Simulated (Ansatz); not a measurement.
Calculated with Ansatz (gas phase, PBE0-D4/def2-TZVP geometries, no zero-point term in ΔE). CBS: MP2 limit from def2 TZ/QZ plus the TZ coupled-cluster correction, frozen cores. This one scheme is used for every species. DFT in def2-TZVPP. B3LYP here is the variant with VWN-RPA as its local correlation; programs differ in this. HSE06 is defined as in plane-wave codes. For Ge outer-core shells are correlated without core-valence functions, which leaves a few kJ/mol of doubt a bond. Scalar relativity is left out up to krypton. Each species was taken in one conformer, which may not be the lowest.

Reaction (ligand exchange at a Ge–C bond): `C#[C][GeH3]` + `CC(=O)O` → `CC(=O)[O][GeH3]` + `C#C`

```tsv
level	ΔE (kcal/mol)	difference from CCSD(T)/CBS
B3LYP-D4	-4.3	-0.6
r2SCANh-D4	-3.4	0.3
r2SCAN0-D4	-3.2	0.5
BHLYP-D4	-4.5	-0.8
r2SCAN	-3.4	0.3
B3LYP	-3.3	0.4
r2SCAN0	-2.9	0.8
HSE06	-1.7	2.0
HF/def2-SVP	-3.5	0.2
CCSD(T)/def2-TZVPP	-3.5	0.2
CCSD(T)/CBS	-3.7	0
```

Largest T1 diagnostic among the species: 0.015.

Leaving LDA and LC-ωPBE aside and taking each functional with its dispersion term where it has one, the values, not all of them listed here, spread over 2.4 kcal/mol, from BLYP-D4 to HSE06-D4. The D4 term adds −1.0 kcal/mol with B3LYP and −0.6 kcal/mol with PBE0; it sums over pairs of atoms, weighted by their polarisabilities, and B3LYP, whose exchange is more repulsive, gets the larger term.

CCSD(T)/CBS has its own doubt, a few kJ/mol and more with outer-core shells, so smaller differences from it don't rank the levels.
